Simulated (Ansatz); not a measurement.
Ge (lonsdaleite), relaxed with r2SCAN in Ansatz. Space group P6_3/mmc (No. 194), hexagonal; conventional cell a = 3.998 Å, c = 6.593 Å, 22.81 Å³ an atom. Ge is surrounded by 4 Ge at 2.45–2.47 Å.

The axes x, y and z are those of this cell:
```yaml
crystal:
  lattice:
    - [3.99762, 0.00000, 0.00000]
    - [-1.99881, 3.46204, 0.00000]
    - [0.00000, 0.00000, 6.59282]
  atoms:
    - { symbol: Ge, position: [0.33333, 0.66667, 0.00037] }
    - { symbol: Ge, position: [0.66667, 0.33333, 0.50037] }
    - { symbol: Ge, position: [0.33333, 0.66667, 0.37463] }
    - { symbol: Ge, position: [0.66667, 0.33333, 0.87463] }
```

Unstrained: The HSE06 gap is direct at Γ: 0.380 eV. Meshes: HSE06 6×6×4. Strains are changes of length per length, and xy shears are angles. After each strain the atoms were relaxed again with r2SCAN within the symmetry that the strain leaves, so tilts or polar shifts that break it weren't tested; points keep the names that they have in the unstrained zone. (Simulation; spin polarisation is off.)

Question: Estimate what xy shear, engineering strain (angle) -1.79 % does to the gap.

Answer: HSE06: the gap goes from 0.380 to 0.289 eV (-0.091 eV); with HSE06 the top three valence levels at Γ, grouped 2+1 from the top over 284 meV, become 1+1+1 over 365 meV.

The runs are scalar-relativistic, without spin-orbit coupling.

The meshes of the hybrids are coarse, so their gaps aren't converged to the digits shown.

The splittings at Γ are without spin-orbit coupling, which regroups them where it is of like size or larger.
